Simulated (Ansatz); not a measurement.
# AlGa₃N₄: pressure coefficient of the gap from its deformation potential

Computed with DFT r2SCAN, scalar-relativistic, plane waves, PAW in Ansatz. Cutoff 500 eV, mesh 6×8×4 in the first runs.

The relaxed cell is Pm with a = 5.139 Å, b = 3.163 Å, c = 5.477 Å, β = 90.0°. An equation of state gives B0 = 200.4 GPa at V0 = 11.130 Å³/atom, and gaps on the k mesh of 3.109 eV at 10.796 Å³/atom, 2.886 eV at 11.130 Å³/atom, 2.671 eV at 11.464 Å³/atom.

Q: Predict dE_g/dP at zero pressure, and compare with cells relaxed under pressure.

A: A parabola in ln V through the three points has the slope a = dE_g/d ln V = -7.30 eV at V0. Since dP = −B d ln V, dE_g/dP = −a/B = 36.4 meV/GPa. Separate runs under pressure gave gaps (over the zone) of 2.813 eV at -1.99 GPa, 2.886 eV at 0.00 GPa, 2.958 eV at 2.01 GPa, a slope of 36.3 meV/GPa at zero. The two routes agree within 0.1 meV/GPa. Compression widens this gap. Pressure coefficients of semilocal functionals are as a rule better than their gaps.

The gap opens under compression and closes under expansion, as expected for a nitride whose conduction-band minimum is built from antibonding cation s and N s states. Shorter bonds push that level up strongly, while the N 2p valence-band top responds less, so the deformation potential is negative. The pressure coefficient remains modest because the short, partly ionic bonds make the lattice stiff: a given pressure produces little volume change, unlike in the softer arsenides.

The match between 36.4 and 36.3 meV/GPa shows that the volume derivative and the bulk modulus are mutually consistent, but since both routes share the same electronic structure, it is no independent test against experiment. The equilibrium gap of 2.886 eV is clearly too small, lying below even the measured gap of pure GaN although Al should widen it; the missing derivative discontinuity of the semilocal Kohn-Sham gap is the likely main cause. How far the coefficient carries over to a random alloy of this composition is not shown by a single ordered cell.
